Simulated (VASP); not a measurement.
Crystal: Pt.

```
CELL_PARAMETERS angstrom
2.53562 0.00000 0.00000
0.00000 2.53562 0.00000
0.00000 0.00000 2.53562
ATOMIC_POSITIONS crystal
Pt 0.00000 0.00000 0.00000
```

The cell was built by a generator and needn't be a form met in nature.

- Program: VASP 6.6.1
- Task: relaxation of cell and atoms
- Functional: RPBE
- Potentials or basis: VASP PAW PBE potentials, release 64 (Pt)
- Cutoff: 600 eV
- k mesh: 12 × 12 × 12
- Occupations: fermi-dirac, width 0.1 eV
- Spin: no spin polarisation

At the start: pressure 28.9 GPa; volume 16.30 Å³/atom.

Q: Where does the relaxation end?

A: Over 5 steps the energy falls by 167.3 meV/atom and the volume is 18.41 Å³/atom (+13.0 %); space group Pm-3m (No. 221, to 0.05 Å).

Step by step:
| step | energy change (eV) | largest force (eV/Å) | pressure (GPa) | volume (Å³) |
| --- | --- | --- | --- | --- |
| 1 | 0.0000 | 0.0000 | 28.87 | 16.30 |
| 2 | 0.3664 | 0.0000 | -21.34 | 24.26 |
| 3 | -0.1657 | 0.0000 | -2.10 | 18.65 |
| 4 | -0.1672 | 0.0000 | -0.45 | 18.46 |
| 5 | -0.1673 | 0.0000 | 0.00 | 18.41 |

Final structure:
```
Pt
1.0
     2.64072    0.00000    0.00000
     0.00000    2.64072    0.00000
     0.00000    0.00000    2.64072
Pt
1
Cartesian
  0.0000 0.0000 0.0000
```

Caveat: the PAW data sets were made with another functional, which shifts forces and pressure a little.
